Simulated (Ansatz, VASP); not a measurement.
**Se in VASP and in Ansatz**

```xyz
3
Lattice="4.3662 0.0000 0.0000 -2.1831 3.7812 0.0000 0.0000 0.0000 4.9536" Properties=species:S:1:pos:R:3 pbc="T T T"
Se    1.6910    2.9289    0.0000
Se   -0.4921    0.8523    3.3024
Se    0.9841    0.0000    1.6512
```

Alike in both runs: task single point; functional PBE; k mesh 7 × 7 × 6; occupations fermi-dirac, width 0.05 eV; no spin polarisation.

```csv
,VASP,Ansatz
version,VASP 6.6.1,Ansatz 0.2.0
potentials or method,"VASP PAW PBE potentials, release 64 (Se)",Ansatz PAW
plane-wave cutoff (eV),520,420
valence electrons in the cell,18,48
```

Ansatz gave:

```
gap on the k mesh at the Fermi level (eV)       : 1.21
least direct gap on the mesh (eV)               : 1.48
pressure (GPa)                                  : 2.8
largest component of the traceless stress (GPa) : 1.18
rms of the force components (eV/Å)              : 0.232
```

Q: Which values does VASP return?

A: gap on the k mesh at the Fermi level (eV): 1.21; least direct gap on the mesh (eV): 1.47; pressure (GPa): 2.9; largest component of the traceless stress (GPa): 1.22; rms of the force components (eV/Å): 0.250.

Atom by atom the forces differ by 0.019 eV/Å (rms over components). The two sets of potentials don't hold the same shells in valence.

Caveats: an odd mesh through Γ misses points on the zone boundary, where band edges often lie (VASP); odd divisions of the mesh miss points on the zone boundary, where band edges often lie, so the gap on the mesh can be too wide (Ansatz). A hybrid or GW would open this gap; PBE tends to underestimate it.
